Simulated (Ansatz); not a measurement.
The cell is a database entry far from equilibrium at this level of theory, probably a faulty or high-pressure entry; it serves as a test geometry alone. The listed cell was then made from it by scaling, straining or moving an atom.

Mg: DFT, PBE, all-electron PAW with datasets made for the crystal, scalar-relativistic (Ansatz 0.2.0). What sets it apart from a plain run of this crystal: zz strain of +2 %.

Command: `ansatz run input.yaml --threads 1 --pin off --max-ram 3072MiB --backend cpu --events-out ev --progress --plain --runs-dir out` The run took 3.5 s on 1 thread of Arm Neoverse V2, with other jobs on the host, peak memory 0.28 GiB.

```yaml
crystal:
  lattice:
    - [-1.4765, 1.4765, 1.50603]
    - [1.4765, -1.4765, 1.50603]
    - [1.4765, 1.4765, -1.50603]
  atoms:
    - { symbol: Mg, position: [0.0, 0.0, 0.0] }
kpoints:
  mp_grid: { grid: [16, 16, 16] }
scf:
  occupations: { method: fermi_dirac, width: 0.05 }
hamiltonian:
  xc: pbe
  pseudopotentials: { kind: all_electron, datasets: crystal }
output:
  forces: true
  stress: true
  eigenvalues: true
  efg: { contact_densities: true }
```

Output (standing set-up lines are left out):

```
hamiltonian.pseudopotentials.datasets: crystal makes datasets for this crystal and solves the spheres of its atoms anew in each pass: cutoff 160.0 eV, the density's 800.0 eV; for an error of 0.50 meV an atom under PBE, 0.5 meV for the cell; an energy difference from a run of another recipe may be off by several times the error for the cell, under r2SCAN by more, where some 0.1 meV an atom stays at smaller errors; Mg in spheres of 1.286 Å, 2 of its electrons in bands, 8 on its site; only band paths and densities of states list, in semicore columns, the levels of the semicore shells that are solved separately: 2s of Mg, 2p of Mg
Crystal: 1 atoms, lattice volume = 13.133 Å³
Symmetry: 16 space group operations
Space group: I4/mmm (ITA 139), of the structure as read, at distance tolerance 2.4e-5 Å
k-points: 349 of 4096
PAW one-centre angular grid: Mg, 110 points (default); XC on its mesh's 1993 points in the sphere
iter 1 solved again at ethr=2.57e-3 eV; its pass at ethr=1.00e-1 eV (dr2=5.15e-2 eV) is discarded
SCF iter   1: F=—  HF=-5450.237582 eV  |F-HF|=—  |Δ(HF+E_count)|=         —  Δρ=2.02e-2  dr2=5.30e-2  ethr=2.57e-3  ⟨swp⟩=3.1  Hψ=10963  notcnv=0
preconditioner: auto → none  [metal: Δε(μ)=0.007 eV  Ē_g=14.234 eV  σ=0.050 eV  W_gap=0.04  n_scr=0 (ndim 8)  ℏωp=14.5 eV  f_vac=0.000  D(μ)=0.30/eV (n_scr^D=0)]
SCF iter   2: F=—  HF=-5450.247194 eV  |F-HF|=—  |Δ(HF+E_count)|=   9.61e-3  Δρ=1.09e-2  dr2=1.56e-2  ethr=2.57e-3  ⟨swp⟩=2.0  Hψ=3476  notcnv=0  defer=3
iter 3 solved again at ethr=3.64e-6 eV; its pass at ethr=7.81e-4 eV (dr2=7.28e-5 eV) is discarded
SCF iter   3: F=—  HF=-5450.236444 eV  |F-HF|=—  |Δ(HF+E_count)|=   1.07e-2  Δρ=7.58e-4  dr2=7.26e-5  ethr=3.64e-6  ⟨swp⟩=2.0  Hψ=8268  notcnv=0  defer=5
SCF iter   4: F=—  HF=-5450.236332 eV  |F-HF|=—  |Δ(HF+E_count)|=   1.12e-4  Δρ=2.94e-4  dr2=1.12e-5  ethr=3.63e-6  ⟨swp⟩=2.0  Hψ=2129  notcnv=0
SCF iter   5: F=-5450.236314 eV  HF=-5450.236314 eV  |F-HF|=3.23e-9  |Δ(HF+E_count)|=   1.77e-5  Δρ=4.29e-6  dr2=1.16e-9  ethr=5.61e-7  ⟨swp⟩=2.0  Hψ=2126  notcnv=0  defer=1
SCF 1 converged in 5 iterations: F = -5450.236317 eV  dr2 = 1.16e-9
  Residual-converged pass: ⟨swp⟩=2.9  Hψ=2444  notcnv=0  max |occ|·‖R‖ = 3.7e-6 eV (tolerance 3.7e-6 eV)  dr2=1.09e-9  dr2_onsite=5.87e-9  max |Δocc| = 1.4e-8
  greatest PAW one-centre occupation: 0.224 electrons in one spin orbital (limit 2), on the Mg atom at site 0 (counted from 0), in its partial waves of l = 0
SCF converged after 5 iterations
Free energy (F): -5450.236317 eV
Harris-Foulkes:  -5450.236317 eV  (|F-HF|=3.23e-9)
Internal energy: -5450.233911 eV  (E = F + TS)
E sigma→0 (E₀):  -5450.235114 eV
Entropy (-TS):   -0.002406 eV (-2.406 meV/atom)
Past the cutoff: the bands carry plane waves up to 1.75 times it, of which those up to 1.5 times it add -0.000100 eV an atom, each by itself; the spheres take 0.000062 eV an atom off the energy for waves past 1.75 times it
By the cutoff:   a pressure is off by up to 0.006 GPa (1.2 times the spheres' own share and the shells' term, over an atom's volume, and 0.004 GPa: a bound that held against runs at twice the plane waves)
Past the cutoffs: a stress includes 0.0006 GPa for waves and charges beyond them, in addition to the slope of what the spheres take
In the spheres:  the bands' charges fall short by 2.9e-7 e at most (sound up to 1e-3), those of shells solved beside the bands by 2.2e-7 e (sound up to 5e-4)
Fermi energy:    11.192927 eV
--- Per-component energies (eV) ---
  The terms above E_closure are by the made datasets' own strengths, without shells solved beside the bands.
--- Forces (eV/Å), atoms counted from 1 ---
  atom   1  Mg     0.00000000    -0.00000000    -0.00000000
  max |Σ_I F_I| component: 1.85e-32 eV/Å
--- Stress (GPa, compression-positive) ---
       58.634482       0.000000       0.000000
        0.000000      58.634482       0.000000
        0.000000       0.000000      57.164200
  P = ⅓ Tr σ = 58.1444 GPa (581.444 kbar)
  It holds what live shells' own plane waves past their cutoff add
--- PAW observables at the nuclei: V_zz in 10²¹ V/m², potentials from the cell's mean, atoms counted from 1 ---
  atom   1  Mg V_zz =    +0.137873   η = 0.0000   by run symmetry: allowed
            electrostatic potential = -1105.345637 V   contact ρ = 7806.839480 e/Å³
--- Band table (eV; the first three rows and the last of 349) ---
  k-point 0: bands = ["1.4700", "28.2925", "28.2925"]
  k-point 1: bands = ["1.6073", "27.5326", "27.5374"]
  k-point 2: bands = ["2.0168", "24.6920", "26.1731"]
  k-point 348: bands = ["14.9772", "15.2757", "16.7801"]
```
